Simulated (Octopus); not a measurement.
# KF (Pm-3m) in Octopus: equation of state

How stiff is KF in PBE, and what volume does it want? The cell is scaled to several volumes.

Everything below comes from runs of Octopus 16.4. Logs are shortened: lines on timing, memory, paths and dates and some standing lists are left out, and cuts for length are marked.

## (1) The crystal as given

It takes space group Pm-3m (No. 221, cubic). Conventional cell: a = 3.259 Å, b = 3.259 Å, c = 3.259 Å, α = 90.00°, β = 90.00°, γ = 90.00°. Around K (site symmetry m-3m) lie 8 F at 2.82 Å. Around F (site symmetry m-3m) lie 8 K at 2.82 Å.

The cell comes from a database or a generator and needn't be the stable form of this composition.

## (2) Equation of state, PBE, 17.31 Å³/atom

Input file inp:

```
CalculationMode = gs
UnitsOutput = eV_Angstrom
PeriodicDimensions = 3
ExperimentalFeatures = yes
PseudopotentialSet = pseudodojo_pbe
%LatticeParameters
 1*angstrom | 1*angstrom | 1*angstrom
%
%LatticeVectors
 3.258955 | 0 | 0
 0 | 3.258955 | 0
 0 | 0 | 3.258955
%
%ReducedCoordinates
 "K" | 0 | 0 | 0
 "F" | 0.5 | 0.5 | 0.5
%
%Spacing
 0.11639125*angstrom | 0.11639125*angstrom | 0.11639125*angstrom
%
DerivativesOrder = 8
%KPointsGrid
 8 | 8 | 8
%
KPointsUseSymmetries = yes
XCFunctional = gga_x_pbe + gga_c_pbe
SmearingFunction = fermi_dirac
Smearing = 0.05*eV
ExtraStates = 6
Eigensolver = chebyshev_filter
ConvRelDens = 3e-7
MaximumIter = 120
```

Potentials or basis: pseudodojo_pbe (PseudoDojo 0.5, PBE).

On the command line:

```
$ OMP_NUM_THREADS=1 octopus > out.log
```

out.log:

```text
Running octopus

[... 17 lines left out ...]

****************************** Species *******************************
  Species 'K'
    type             : pseudopotential
    file             : 'K.upf'
    file format      : UPF2
    valence charge   : 9.0
    atomic number    :  19
    form on file     : kleinman-bylander
    lmax             : 2
    llocal           : -1
    projectors per l : 2
    total projectors : 6
    application form : kleinman-bylander
    orbitals         :  5
    bound orbitals   :  5

  Species 'F'
    type             : pseudopotential
    file             : 'F.upf'
    file format      : UPF2
    valence charge   : 7.0
    atomic number    :   9
    form on file     : kleinman-bylander
    lmax             : 2
    llocal           : -1
    projectors per l : 2
    total projectors : 6
    application form : kleinman-bylander
    orbitals         :  4
    bound orbitals   :  4

**********************************************************************

***************************** Symmetries *****************************
Space group No.  221
International: Pm-3m
Schoenflies: Oh^1
Info: The system has    48 symmorphic symmetries that can be used.
  Index                Rotation matrix                      Fractional translations
    1 :     1   0   0     0   1   0     0   0   1      0.000000    0.000000    0.000000
    2 :    -1   0   0     0  -1   0     0   0  -1      0.000000    0.000000    0.000000
    3 :     0   1   0    -1   0   0     0   0   1      0.000000    0.000000    0.000000
    4 :     0  -1   0     1   0   0     0   0  -1      0.000000    0.000000    0.000000
    5 :    -1   0   0     0  -1   0     0   0   1      0.000000    0.000000    0.000000
    6 :     1   0   0     0   1   0     0   0  -1      0.000000    0.000000    0.000000
[... 40 lines left out ...]
   47 :     1   0   0     0   0   1     0  -1   0      0.000000    0.000000    0.000000
   48 :    -1   0   0     0   0  -1     0   1   0      0.000000    0.000000    0.000000
Info: The system also has     0 nonsymmorphic symmetries (not used for electrons).
**********************************************************************

Input: [CurvMethod = curv_affine]
Input: [DerivativesStencil = stencil_star]

****************************** Lattice *******************************
  Lattice Vectors [A]
    3.258955    0.000000    0.000000
    0.000000    3.258955    0.000000
    0.000000    0.000000    3.258955
  Cell volume =            34.6127 [A^3]
  Reciprocal-Lattice Vectors [A^-1]
    1.927975    0.000000    0.000000
    0.000000    1.927975    0.000000
    0.000000    0.000000    1.927975
  Cell angles [degree]
    alpha =   90.000
    beta  =   90.000
    gamma =   90.000
**********************************************************************

Checking if the generated full k-point grid is symmetric

    35 k-points generated from parameters :
 ---------------------------------------------------
    n =    8    8    8

    s1  =  0.00  0.00  0.00

   index |      weight  |             coordinates              |
       1 |     0.001953 |    0.000000    0.000000    0.000000  |
       2 |     0.011719 |    0.125000    0.000000    0.000000  |
       3 |     0.023438 |    0.125000    0.125000    0.000000  |
       4 |     0.015625 |    0.125000    0.125000    0.125000  |
       5 |     0.011719 |    0.250000    0.000000    0.000000  |
       6 |     0.046875 |    0.250000    0.125000    0.000000  |
[... 27 lines left out ...]
      34 |     0.011719 |    0.500000    0.500000    0.375000  |
      35 |     0.001953 |    0.500000    0.500000    0.500000  |

[... 46 lines left out ...]

Info: FFT grid dimensions       = 28 x 28 x 28
      Total grid size           = 21952 (      0.2 MiB )
Input: [FilterPotentials = filter_TS]
Info: Pseudopotential for K
  Radii for localized parts:
    local part     =  1.2 A
    non-local part =  1.2 A
    orbitals       =  8.1 A

Info: Pseudopotential for F
  Radii for localized parts:
    local part     =  1.2 A
    non-local part =  1.2 A
    orbitals       =  3.5 A

Input: [RelativisticCorrection = non_relativistic]
[... 11 lines left out ...]
      Block       2 contains       4 states:       5 -       8
      Block       3 contains       4 states:       9 -      12
      Block       4 contains       2 states:      13 -      14
Info: Ground-state allocation done.
Info: Could not find 'restart/gs' directory for restart.
[... 18 lines left out ...]
** Warning:
**   Cannot do LCAO for all states because there are not enough atomic orbitals.
**   Required: 14. Available: 9. 5 orbitals will be randomized.

Info: Unnormalized total charge =     16.365458
Info: Renormalized total charge =     16.000000
Info: Setting up Hamiltonian.
Info: Performing initial LCAO calculation with      9 orbitals.
Info: Getting Hamiltonian matrix elements.

Eigenvalues [eV]
 #st  Spin   Eigenvalue      Occupation
#k =       1, k = (  0.000000,  0.000000,  0.000000)
   1   --   -28.585308       2.000000
   2   --   -25.135051       2.000000
   3   --   -11.573240       2.000000
   4   --   -11.573240       2.000000
   5   --   -11.573240       2.000000
   6   --    -6.056934       2.000000
   7   --    -6.056934       2.000000
   8   --    -6.056934       2.000000
   9   --     3.441007       2.000000
#k =       2, k = (  0.125000,  0.000000,  0.000000)
   1   --   -28.511275       2.000000
   2   --   -25.077196       2.000000
   3   --   -11.383128       2.000000
   4   --   -11.383128       2.000000
   5   --   -11.300697       2.000000
   6   --    -5.819854       2.000000
   7   --    -5.819854       2.000000
   8   --    -5.792846       2.000000
   9   --     3.853939       1.999997
[... 33 further k-points ...]
Fermi energy =     4.532460 eV
Generating random wavefunctions for states       10 and above
Orthogonalizing wavefunctions.
Info: Ground-state restart information will be written to 'restart/gs'.
Info: SCF using complex wavefunctions.
Info: Starting SCF iteration.

** Warning:
**   Symmetrization discrepancy ratio (scalar) =  2.06979E-02

*********************** SCF CYCLE ITER #    1 ************************
 etot  = -1.56631615E+03 abs_ev   =  5.41E+01 rel_ev   =  2.50E-01
 ediff =        5.76E+01 abs_dens =  2.28E+00 rel_dens =  1.42E-01
Matrix vector products: 875
Converged eigenvectors: 0

#  State  KPoint  Eigenvalue [eV]  Occupation    Error
      1       1      -28.592414    2.000000   ( 1.5E-05)
      1       2      -28.568356    2.000000   ( 4.1E-04)
      1       3      -28.545377    2.000000   ( 4.7E-04)
      1       4      -28.523361    2.000000   ( 6.2E-04)
      1       5      -28.509010    2.000000   ( 1.6E-03)
      1       6      -28.488780    2.000000   ( 1.6E-03)
      1       7      -28.469233    2.000000   ( 1.4E-03)
      1       9      -28.447675    2.000000   ( 3.5E-03)
[... 23 lines left out ...]
     14      15       19.032775    0.000000   ( 2.7E-01)
     14      22       19.123315    0.000000   ( 2.7E-01)
     14      25       19.190391    0.000000   ( 2.4E-01)
     14       1       19.228926    0.000000   ( 2.4E-01)
     14      29       20.082508    0.000000   ( 2.6E-01)
     14      10       20.818036    0.000000   ( 2.8E-01)
     14       7       21.319553    0.000000   ( 2.9E-01)
     14       8       21.802272    0.000000   ( 3.3E-01)

Density of states:

-----------------------%----------------------------------------------
-----------------------%----------------------------------------------
-----------------------%------%%--------------------------------------
-----------------------%------%%--------------------------------------
-----------------------%------%%--------------------------------------
%----%----------------%%------%%--------------------------------------
%----%----------------%%------%%--------------------------------------
%----%----------------%%------%%--------------------%--%--------------
%----%----------------%%------%%-----------------%%%%%%%---%----------
%----%----------------%%%-----%%---------------%%%%%%%%%%%%%%%%%%%--%-
                                   ^

Fermi energy =    -3.395071 eV

**********************************************************************

** Warning:
**   Symmetrization discrepancy ratio (scalar) =  3.57026E-02

*********************** SCF CYCLE ITER #    2 ************************
 etot  = -1.50974818E+03 abs_ev   =  2.24E+01 rel_ev   =  1.16E-01
 ediff =        2.08E+00 abs_dens =  7.45E-01 rel_dens =  4.66E-02
Matrix vector products: 875
Converged eigenvectors: 0
[... 211 lines left out ...]
*********************** SCF CYCLE ITER #   20 ************************
 etot  = -1.49165197E+03 abs_ev   =  9.65E-05 rel_ev   =  5.21E-07
 ediff =        7.29E-06 abs_dens =  2.80E-06 rel_dens =  1.75E-07
Matrix vector products: 875
Converged eigenvectors: 12

#  State  KPoint  Eigenvalue [eV]  Occupation    Error
      1       1      -28.821309    2.000000   ( 2.5E-08)
      1       2      -28.803409    2.000000   ( 2.6E-08)
      1       3      -28.785927    2.000000   ( 2.7E-08)
      1       4      -28.768825    2.000000   ( 2.7E-08)
      1       5      -28.759698    2.000000   ( 2.9E-08)
      1       6      -28.743253    2.000000   ( 2.9E-08)
      1       7      -28.727094    2.000000   ( 2.9E-08)
      1       9      -28.715263    2.000000   ( 3.4E-08)
[... 23 lines left out ...]
     14      33       13.210041    0.000000   ( 1.1E-02)
     14      31       13.218802    0.000000   ( 1.4E-02)
     14      32       13.267398    0.000000   ( 1.3E-02)
     13      34       13.303292    0.000000   ( 1.2E-02)
     14      34       13.326384    0.000000   ( 1.5E-02)
     12      35       13.338900    0.000000   ( 1.6E-02)
     13      35       13.359039    0.000000   ( 1.5E-02)
     14      35       13.366295    0.000000   ( 1.4E-02)

Density of states:

---------------------------%------------------------------------------
---------------------------%---------------%--------------------------
---------------------------%---------------%--------------------------
---------------------------%---------------%%-------------------------
---------------------------%%--------------%%-------------------------
%--------------------------%%--------------%%---------------%----%----
%------------%-------------%%--------------%%--------------%%-%--%----
%------------%-------------%%--------------%%--------------%%-%%%%%---
%------------%-------------%%--------------%%--------------%%%%%%%%---
%------------%%------------%%--------------%%-------------%%%%%%%%%%%-
                                                    ^

Fermi energy =     2.950808 eV

**********************************************************************

Info: SCF converged in   20 iterations

** Warning:
**   Some of the states are not fully converged!

Info: Number of matrix-vector products:      17500
Info: Finished writing information to 'restart/gs'.

Octopus emitted 23 warnings.
```

Run time: 3.4 min. Hardware: 1 thread of Arm Neoverse V2, shared host; peak memory 0.66 GiB.

Results:

```yaml
Free_energy: -1491.6520 eV
Band_gap_on_the_k_mesh: 6.29 eV, indirect (least direct gap 6.34 eV)
```

## (3) Equation of state, PBE, 16.96 Å³/atom (volume scaled by 0.98)

inp, as its differences from that of step 2:

```diff
@@ -9,5 +9,5 @@
 %LatticeVectors
- 3.258955 | 0 | 0
- 0 | 3.258955 | 0
- 0 | 0 | 3.258955
+ 3.2370821598 | 0 | 0
+ 0 | 3.2370821598 | 0
+ 0 | 0 | 3.2370821598
 %
@@ -18,3 +18,3 @@
 %Spacing
- 0.11639125*angstrom | 0.11639125*angstrom | 0.11639125*angstrom
+ 0.11561008*angstrom | 0.11561008*angstrom | 0.11561008*angstrom
 %
```

Potentials or basis: pseudodojo_pbe (PseudoDojo 0.5, PBE).

On the command line:

```
$ OMP_NUM_THREADS=1 octopus > out.log
```

Run time: 3.6 min. Hardware: 1 thread of Arm Neoverse V2, shared host; peak memory 0.66 GiB.

It converged, with:

* Free energy: -1491.6488 eV
* Band gap on the k mesh: 6.43 eV, indirect (least direct gap 6.48 eV)

## (4) Equation of state, PBE, 17.65 Å³/atom (volume scaled by 1.02)

inp, as its differences from that of step 3:

```diff
@@ -9,5 +9,5 @@
 %LatticeVectors
- 3.2370821598 | 0 | 0
- 0 | 3.2370821598 | 0
- 0 | 0 | 3.2370821598
+ 3.2805381124 | 0 | 0
+ 0 | 3.2805381124 | 0
+ 0 | 0 | 3.2805381124
 %
@@ -18,3 +18,3 @@
 %Spacing
- 0.11561008*angstrom | 0.11561008*angstrom | 0.11561008*angstrom
+ 0.11716208*angstrom | 0.11716208*angstrom | 0.11716208*angstrom
 %
```

On the command line:

```
$ OMP_NUM_THREADS=1 octopus > out.log
```

It took 4 min on 1 thread of Arm Neoverse V2, shared host; peak memory 0.66 GiB.

Results (log left out):

```
Free energy            : -1491.6515 eV
Band gap on the k mesh : 6.16 eV, indirect (least direct gap 6.21 eV)
```

## (5) Equation of state, PBE, 16.61 Å³/atom (volume scaled by 0.96)

inp, as its differences from that of step 4:

```diff
@@ -9,5 +9,5 @@
 %LatticeVectors
- 3.2805381124 | 0 | 0
- 0 | 3.2805381124 | 0
- 0 | 0 | 3.2805381124
+ 3.2149096683 | 0 | 0
+ 0 | 3.2149096683 | 0
+ 0 | 0 | 3.2149096683
 %
@@ -18,3 +18,3 @@
 %Spacing
- 0.11716208*angstrom | 0.11716208*angstrom | 0.11716208*angstrom
+ 0.11481820*angstrom | 0.11481820*angstrom | 0.11481820*angstrom
 %
```

On the command line:

```
$ OMP_NUM_THREADS=1 octopus > out.log
```

It took 3.4 min on 1 thread of Arm Neoverse V2, shared host; peak memory 0.66 GiB.

The run converged. Its results:

- Free energy: -1491.6438 eV
- Band gap on the k mesh: 6.58 eV, indirect (least direct gap 6.62 eV)

## (6) Equation of state, PBE, 18.00 Å³/atom (volume scaled by 1.04)

inp, as its differences from that of step 5:

```diff
@@ -9,5 +9,5 @@
 %LatticeVectors
- 3.2149096683 | 0 | 0
- 0 | 3.2149096683 | 0
- 0 | 0 | 3.2149096683
+ 3.3018409049 | 0 | 0
+ 0 | 3.3018409049 | 0
+ 0 | 0 | 3.3018409049
 %
@@ -18,3 +18,3 @@
 %Spacing
- 0.11481820*angstrom | 0.11481820*angstrom | 0.11481820*angstrom
+ 0.11792289*angstrom | 0.11792289*angstrom | 0.11792289*angstrom
 %
```

Potentials or basis: pseudodojo_pbe (PseudoDojo 0.5, PBE).

On the command line:

```
$ OMP_NUM_THREADS=1 octopus > out.log
```

Run time: 3.9 min. Hardware: 1 thread of Arm Neoverse V2, shared host; peak memory 0.66 GiB.

The run converged. Its results:

| Quantity | Value |
| --- | --- |
| Free energy | -1491.6486 eV |
| Band gap on the k mesh | 6.03 eV, indirect (least direct gap 6.08 eV) |

## (7) Equation of state, PBE, 16.27 Å³/atom (volume scaled by 0.94)

inp, as its differences from that of step 6:

```diff
@@ -9,5 +9,5 @@
 %LatticeVectors
- 3.3018409049 | 0 | 0
- 0 | 3.3018409049 | 0
- 0 | 0 | 3.3018409049
+ 3.1924270469 | 0 | 0
+ 0 | 3.1924270469 | 0
+ 0 | 0 | 3.1924270469
 %
@@ -18,3 +18,3 @@
 %Spacing
- 0.11792289*angstrom | 0.11792289*angstrom | 0.11792289*angstrom
+ 0.11401525*angstrom | 0.11401525*angstrom | 0.11401525*angstrom
 %
@@ -32 +32,6 @@
 MaximumIter = 120
+%Output
+ density | cube
+ elf | cube
+ potential | cube
+%
```

On the command line:

```
$ OMP_NUM_THREADS=1 octopus > out.log
```

Wall time 3.8 min (1 thread of Arm Neoverse V2, shared host); peak memory 0.67 GiB.

Results (log left out):

```yaml
Free_energy: -1491.6359 eV
Band_gap_on_the_k_mesh: 6.74 eV, indirect (least direct gap 6.78 eV)
```

## (8) Equation of state, PBE, 18.34 Å³/atom (volume scaled by 1.06)

inp, as its differences from that of step 7:

```diff
@@ -9,5 +9,5 @@
 %LatticeVectors
- 3.1924270469 | 0 | 0
- 0 | 3.1924270469 | 0
- 0 | 0 | 3.1924270469
+ 3.3228723057 | 0 | 0
+ 0 | 3.3228723057 | 0
+ 0 | 0 | 3.3228723057
 %
@@ -18,3 +18,3 @@
 %Spacing
- 0.11401525*angstrom | 0.11401525*angstrom | 0.11401525*angstrom
+ 0.11867401*angstrom | 0.11867401*angstrom | 0.11867401*angstrom
 %
@@ -32,6 +32 @@
 MaximumIter = 120
-%Output
- density | cube
- elf | cube
- potential | cube
-%
```

On the command line:

```
$ OMP_NUM_THREADS=1 octopus > out.log
```

Run time: 3.2 min. Hardware: 1 thread of Arm Neoverse V2, shared host; peak memory 0.65 GiB.

The run converged. Its results:

```yaml
Free_energy: -1491.6432 eV
Band_gap_on_the_k_mesh: 5.91 eV, indirect (least direct gap 5.97 eV)
```

## (9) Equation of state, PBE

Potentials or basis: pseudodojo_pbe (PseudoDojo 0.5, PBE).

No new run: the results of the series are fitted here.

What came out:

| Quantity | Value |
| --- | --- |
| Equilibrium volume | 17.47 Å³/atom (rough: see the caveat) |
| Bulk modulus | 32 GPa (rough) |

Energy against volume, from the lowest point:
```tsv
volume (Å³/atom)	energy (meV/atom)
16.268	8.01
16.614	4.08
16.960	1.60
17.306	0.00
17.652	0.22
17.999	1.67
18.345	4.36
```

Caveat: the fit is doubtful: noisy points or a state that changes with volume; the number of grid points is fixed, so the spacing changes with the cell, which shifts volumes and moduli.
